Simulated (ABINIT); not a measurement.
Si2Mo:

```
CELL_PARAMETERS angstrom
-1.60000 1.60000 3.93050
1.60000 -1.60000 3.93050
1.60000 1.60000 -3.93050
ATOMIC_POSITIONS crystal
Mo 0.00000 0.00000 0.00000
Si 0.66700 0.66700 0.00000
Si 0.33300 0.33300 0.00000
```

Program: ABINIT 10.8.3 (patched build). Alike in all runs: task single point; no spin polarisation; cell as given; smearing fermi-dirac 0.05 eV. Hardware: 1 thread of Arm Neoverse V1, with other jobs on the host.

**Question.** Order these runs on this cell by their wall time, lowest first.
A. level PBEsol; potentials or basis JTH PAW PBE v2.0; k mesh 7 × 7 × 7; cutoff (eV) 408; fine-grid cutoff 816.342 eV; mesh quality coarse
B. level LDA; potentials or basis JTH PAW LDA v2.0; k mesh 5 × 5 × 5; cutoff (eV) 408; fine-grid cutoff 816.342 eV; mesh quality coarse
C. level PBEsol; potentials or basis JTH PAW PBE v2.0; k mesh 5 × 5 × 5; cutoff (eV) 408; fine-grid cutoff 816.342 eV; mesh quality coarse
D. level r2SCAN; potentials or basis JTH PAW PBE v2.0; k mesh 10 × 10 × 10; cutoff (eV) 490; fine-grid cutoff 979.61 eV; mesh quality not flagged
E. level r2SCAN; potentials or basis JTH PAW PBE v2.0; k mesh 7 × 7 × 7; cutoff (eV) 490; fine-grid cutoff 979.61 eV; mesh quality coarse

**Answer.** B (17 s), C (40 s), A (100 s), E (290 s), D (850 s).

Caveats: some runs use coarse meshes.
